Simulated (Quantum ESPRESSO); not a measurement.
AlO:

```
CELL_PARAMETERS angstrom
2.76919 0.00000 0.00000
0.00000 2.76919 0.00000
0.00000 0.00000 2.76919
ATOMIC_POSITIONS crystal
Al 0.50000 0.50000 0.50000
O 0.00000 0.00000 0.00000
```

The cell was built by a generator and needn't be a form met in nature.

- Program: Quantum ESPRESSO 7.5
- Task: phonons
- Functional: PBE
- Potentials or basis: PseudoDojo 0.4.1 SR PBE standard
- Cutoff: 1143 eV
- Density cutoff: 4572 eV
- k mesh: 10 × 10 × 10
- Occupations: cold, width 0.2 eV
- Spin: no spin polarisation
- Mixing beta: 0.5
- Most SCF iterations: 120
- SCF threshold: 4e-10 Ry

Question: Which optical modes does the crystal have at the zone centre, and which show in infrared and Raman spectra?

Answer: The optical modes are T1u. Infrared active: T1u. None is Raman active.

Optical modes at Γ, degenerate ones joined:
```csv
cm⁻¹,components,symmetry,active in
399i,3,T1u,IR
```

Caveat: the mesh is thin for the phonons of a metal; some modes are imaginary; an odd number of electrons without spin polarisation forces a metal; a magnetic or distorted state may lie lower.
